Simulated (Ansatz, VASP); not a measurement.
## ZnSe: VASP beside Ansatz

```xyz
2
Lattice="0.0000 2.7513 2.7513 2.7513 0.0000 2.7513 2.7513 2.7513 0.0000" Properties=species:S:1:pos:R:3 pbc="T T T"
Zn    0.0000    0.0000    0.0000
Se    4.1269    4.1269    4.1269
```

Change from the starting cell: strain -0.040 along x and y, -0.040 along z, atoms carried along.

Alike in both runs: task single point; functional PBE; k mesh 8 × 8 × 8; occupations gaussian, width 0.05 eV; no spin polarisation.

|  | VASP | Ansatz |
| --- | --- | --- |
| version | VASP 6.6.1 | Ansatz 0.2.0 |
| potentials or method | VASP PAW PBE potentials, release 64 (Zn, Se) | scalar-relativistic, plane waves, PAW |
| plane-wave cutoff (eV) | 520 | 420 |
| valence electrons in the cell | 18 | 28 |

VASP gave:

- gap on the k mesh at the Fermi level (eV): 1.66
- least direct gap on the mesh (eV): 1.66
- pressure (GPa): 9.5

**Question.** Estimate Ansatz's values.

**Answer.** gap on the k mesh at the Fermi level (eV): 1.65; least direct gap on the mesh (eV): 1.65; pressure (GPa): 9.2.

The two sets of potentials don't hold the same shells in valence.
